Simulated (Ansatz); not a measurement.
## Random displacements in SnSe

Theory: Ansatz 0.2.0, DFT r2SCAN, scalar-relativistic, plane waves, PAW. Cutoff 500 eV, Γ-centred 6×6×4 k-points, Gaussian smearing of 0.05 eV. No spin polarisation. Energies are free energies at this smearing, counted from the undisturbed cell; pressure is positive in compression.

The starting cell (as given, not relaxed at this level; this form isn't the usual structure):

```
CELL_PARAMETERS angstrom
4.28533 0.00000 0.00000
0.00000 4.28533 0.00000
0.00000 0.00000 10.99069
ATOMIC_POSITIONS crystal
Sn 0.50000 0.00000 0.37223
Sn 0.00000 0.50000 0.62777
Se 0.50000 0.00000 0.61604
Se 0.00000 0.50000 0.38396
```

The cell holds layers and no dispersion correction was added, so their binding is poorly described.

The atoms are displaced (Å, in the unstrained cell):

```
atom ux uy uz
 Sn1  -0.420   0.096   0.079
 Sn2   0.473   0.114   0.077
 Se3  -0.224   0.004  -0.051
 Se4   0.170  -0.213  -0.105
```

Strain (Voigt, engineering shear): (0.0051, 0.0778, -0.0379, -0.1680, 0.0120, -0.0207).

Q: What are the energy change, the stress and the forces?

A: ΔE = 190.9 meV/atom; stress (xx, yy, zz, yz, xz, xy; compression positive) (1.75, 1.84, 2.98, 0.60, -0.07, -0.54) GPa; gap on the mesh 0.45 eV.
| atom | Fx (eV/Å) | Fy | Fz |
| --- | --- | --- | --- |
| Sn1 | 1.06 | -0.93 | -2.17 |
| Sn2 | -0.93 | -0.13 | -0.17 |
| Se3 | 0.94 | 0.55 | 1.82 |
| Se4 | -1.06 | 0.51 | 0.51 |

Cost: 1 run of about 1.5 core-minutes, on Arm Neoverse V2 (shared hosts).